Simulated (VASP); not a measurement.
**H3CCl: single point with PBE+D3(BJ)**

H3CCl:

```xyz
40
Lattice="9.0287 0.0000 0.0000 0.0000 9.0287 0.0000 0.0000 0.0000 9.0287" Properties=species:S:1:pos:R:3 pbc="T T T"
C     2.1424    4.2909    6.7658
C     8.4614    0.7123    5.8838
C     6.3896    4.9318    2.7706
C     0.7479    5.2027    2.4589
C     5.5586    2.4418    0.3228
C     3.4094    0.6105    4.5308
C     7.1334    5.2950    6.3773
C     0.4930    0.4882    1.8727
Cl    2.4428    3.9615    8.5376
Cl    9.1335    1.2366    7.4566
Cl    6.3823    5.8563    1.2422
Cl    2.1857    4.5171    3.2904
Cl    4.9542    1.8240    1.9159
Cl    4.4379   -0.8079    4.8665
Cl    7.9778    6.6170    7.3058
Cl   -0.0786    2.0813    2.3399
H     1.8697    3.3288    6.3694
H     1.2456    4.9341    6.7545
H     3.0003    4.7484    6.2654
H     8.4735    1.5894    5.2387
H     9.0211   -0.1511    5.4556
H     7.4361    0.4099    6.0335
H     7.1256    5.2608    3.4670
H     5.3534    5.0387    3.1480
H     6.4031    3.8648    2.5256
H     0.5222    6.1616    2.9661
H     1.0733    5.3808    1.4395
H    -0.0866    4.5491    2.4411
H     6.0113    3.4039    0.4314
H     6.3661    1.7260    0.1644
H     4.8456    2.3230   -0.4511
H     2.9084    0.9478    5.4230
H     4.0489    1.4275    4.0609
H     2.5722    0.2989    3.9541
H     6.3088    5.7176    5.7374
H     7.9423    4.8285    5.7961
H     6.7871    4.5900    7.0959
H    -0.1761   -0.2960    2.1502
H     0.7055    0.5253    0.8330
H     1.3671    0.1968    2.4571
```

The cell was built by a generator and needn't be a form met in nature.

| Quantity | Value |
| --- | --- |
| Program | VASP 6.6.1 |
| Task | single point |
| Functional | PBE |
| Dispersion | D3(BJ) |
| Potentials or basis | VASP PAW PBE potentials, release 64 (C, Cl, H) |
| Cutoff | 520 eV |
| k mesh | 1 × 1 × 1 |
| Occupations | fermi-dirac, width 0.02 eV |
| Spin | no spin polarisation |

```json
{
  "Pressure": "0.3 GPa",
  "Largest force": "2.454 eV/Å",
  "Band gap on the k mesh": "5.33 eV, direct",
  "Dispersion energy per atom": "-0.043 eV"
}
```

Forces in eV/Å, atoms in the order of the input:
```
C   -0.693  0.286  0.912
C    0.264 -0.197 -0.280
C   -2.266 -0.561 -0.756
C    1.257  1.430  0.187
C    1.356 -1.711  1.109
C    1.105  0.863  0.022
C    0.559  1.081 -0.739
C    0.697 -0.258  0.981
Cl   0.232  0.228 -0.458
Cl   0.068 -0.103 -0.137
Cl   0.409  0.124  0.139
Cl  -0.200 -0.127  0.014
Cl  -0.317  0.372 -0.479
Cl  -0.035  0.070  0.091
Cl  -0.382 -0.254 -0.366
Cl  -0.317  0.088  0.228
H    0.042 -0.485 -0.481
H    0.406  0.050 -0.164
H    0.019 -0.025  0.227
H    0.178 -0.018 -0.287
H   -0.094  0.605  0.357
H   -0.482 -0.206  0.162
H    0.668  0.329  0.411
H    0.390  0.312  0.324
H    0.676 -0.010  0.062
H   -0.084 -0.349 -0.213
H   -0.060  0.171 -0.297
H   -0.690 -0.829  0.284
H   -0.135  0.923  0.068
H    0.275  0.026 -0.448
H   -1.090  0.196 -0.571
H    0.318  0.334  0.963
H   -1.003 -0.982  0.530
H   -0.402 -0.328 -1.262
H    0.777 -0.301  0.620
H   -0.345  0.037 -0.198
H   -0.566 -0.597  0.695
H   -1.315 -0.435 -0.165
H    0.221 -0.269 -0.954
H    0.558  0.519 -0.131
```

Stress tensor (GPa, compression positive):
```
 0.22  0.48 -0.04
 0.48  0.22  0.30
-0.04  0.30  0.51
```

Levels at points of the mesh, in eV from the valence-band top:
```csv
k point,band 53,band 54,band 55,band 56,band 57,band 58,band 59,band 60
"(0.00, 0.00, 0.00)",-0.16,-0.09,-0.03,0.00,5.33,5.49,5.77,5.94
```

Wall time 2.4 min on 1 thread of Intel(R) Xeon(R) Platinum 8488C (Sapphire Rapids), on a shared host, peak memory 0.65 GiB.
